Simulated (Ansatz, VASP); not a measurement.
## One calculation of Si, two programs

```xyz
2
Lattice="2.8360 0.0000 0.0000 -1.4180 2.4560 0.0000 0.0000 0.0000 4.5943" Properties=species:S:1:pos:R:3 pbc="T T T"
Si    0.0000    1.6373    1.1486
Si    1.4180    0.8187    3.4457
```

Alike in both runs: task relaxation of cell and atoms; functional PBEsol; k mesh 17 × 17 × 9; occupations fermi-dirac, width 0.08 eV; no spin polarisation.

|  | VASP | Ansatz |
| --- | --- | --- |
| version | VASP 6.6.1 | Ansatz 0.2.0 |
| potentials or method | VASP PAW PBE potentials, release 64 (Si) | PAW with Ansatz's default frozen-core files, scalar-relativistic |
| plane-wave cutoff (eV) | 600 | 420 |
| valence electrons in the cell | 8 | 8 |

Ansatz gave:

```
relaxed volume (Å³/atom)                                     : 13.96
relaxed cell length with the largest relative difference (Å) : 4.445
energy change over the relaxation (meV/atom)                 : -71
```

Question: Estimate VASP's values.

Answer: Relaxed volume (Å³/atom): 13.97; relaxed cell length with the largest relative difference (Å): 4.448; energy change over the relaxation (meV/atom): -70.

Caveats: the PAW data sets were made with another functional, which shifts forces and pressure a little (VASP).
